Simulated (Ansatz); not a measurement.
CsPbI3 (cubic perovskite, Pm-3m) under volume change, plane-wave PAW PBEsol (Ansatz code), scaled uniformly.

```json
[
 {"V (Å³/atom)": "44.185", "E − E(relaxed) (meV/atom)": "25.5", "P (GPa)": "2.04"},
 {"V (Å³/atom)": "45.642", "E − E(relaxed) (meV/atom)": "10.7", "P (GPa)": "1.24"},
 {"V (Å³/atom)": "47.098", "E − E(relaxed) (meV/atom)": "2.5", "P (GPa)": "0.57"},
 {"V (Å³/atom)": "48.555", "E − E(relaxed) (meV/atom)": "0.0", "P (GPa)": "0.00"},
 {"V (Å³/atom)": "50.011", "E − E(relaxed) (meV/atom)": "[?]", "P (GPa)": "[?]"},
 {"V (Å³/atom)": "51.468", "E − E(relaxed) (meV/atom)": "8.4", "P (GPa)": "-0.88"},
 {"V (Å³/atom)": "52.925", "E − E(relaxed) (meV/atom)": "[?]", "P (GPa)": "[?]"}
]
```

Problem. Fill in the missing entries.

Solution. 
- 50.011, E − E(relaxed) (meV/atom): 2.2
- 50.011, P (GPa): -0.47
- 52.925, E − E(relaxed) (meV/atom): 17.9
- 52.925, P (GPa): -1.21

Problem. What does a third-order Birch–Murnaghan fit give for V₀, B₀ and B′?

Solution. V₀ = 48.56 Å³/atom, B₀ = 17.3 GPa, B′ = 4.7.

This is a known high-temperature phase of the composition, computed here at zero pressure and temperature. The cell was relaxed with PBEsol under the symmetry of its start; of distortions, only those at the zone centre were tested, and some modes there are weakly imaginary. Scalar-relativistic: spin–orbit coupling is off unless named, which matters more the heavier the elements.

Potentials: the later of the program's two PAW sets.
